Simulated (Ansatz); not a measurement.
# P: the cost of one run

Program: Ansatz 0.2.0. Level of theory: DFT PBE, scalar-relativistic, plane waves, PAW. These are calculated values, not measurements.

## Step 1: Starting point

Symmetry: Pmma, No. 51, orthorhombic system. The conventional cell has a = 3.517 Å, b = 5.483 Å, c = 5.107 Å, α = 90.00°, β = 90.00°, γ = 90.00°. Around P (site symmetry m) lie 4 P at 2.14 Å. P (site symmetry mm2) has 4 P at 2.14 Å as nearest neighbours.

As a file:

```cif
data_structure
_symmetry_space_group_name_H-M 'P 1'
_symmetry_Int_Tables_number 1
_cell_length_a 3.5175
_cell_length_b 5.4832
_cell_length_c 5.1074
_cell_angle_alpha 90.000
_cell_angle_beta 90.000
_cell_angle_gamma 90.000
_cell_volume 98.51
loop_
_atom_site_label
_atom_site_type_symbol
_atom_site_fract_x
_atom_site_fract_y
_atom_site_fract_z
_atom_site_occupancy
P1 P 0.75000 0.30462 0.11960 1
P2 P 0.25000 0.69538 0.88040 1
P3 P 0.25000 0.30462 0.88040 1
P4 P 0.75000 0.69538 0.11960 1
P5 P 0.25000 0.00000 0.61894 1
P6 P 0.75000 0.00000 0.38106 1
```

Recipe of the guess: 4-connected net of one element (Pmma, No. 51). The dimensions are guesses.

## Step 2: Probe: one point on a coarse mesh

Contents of input.yaml:

```yaml
crystal:
  lattice:
    - [3.51746567, 0.0, 0.0]
    - [0.0, 5.48318589, 0.0]
    - [0.0, 0.0, 5.10738085]
  atoms:
    - { symbol: P, position: [0.75, 0.30461984, 0.11960499] }
    - { symbol: P, position: [0.25, 0.69538016, 0.88039501] }
    - { symbol: P, position: [0.25, 0.30461984, 0.88039501] }
    - { symbol: P, position: [0.75, 0.69538016, 0.11960499] }
    - { symbol: P, position: [0.25, 0.0, 0.61893749] }
    - { symbol: P, position: [0.75, 0.0, 0.38106251] }
basis:
  ecutwfc: 420
kpoints:
  mp_grid: { grid: [6, 4, 4] }
hamiltonian:
  xc: pbe
scf:
  occupations: { method: gaussian, width: 0.1 }
  lower_state_search: "off"
output:
  forces: true
  stress: true
  eigenvalues: true
```

Run with:

```
> ansatz run input.yaml --threads 1 --pin off --max-ram 2560MiB --backend cpu --events-out ev --progress --plain --runs-dir out
```

Q: Estimate wall time and peak memory on 1 thread of Arm Neoverse V2, shared host.

About 4.2 s, with a peak of 0.33 GiB.
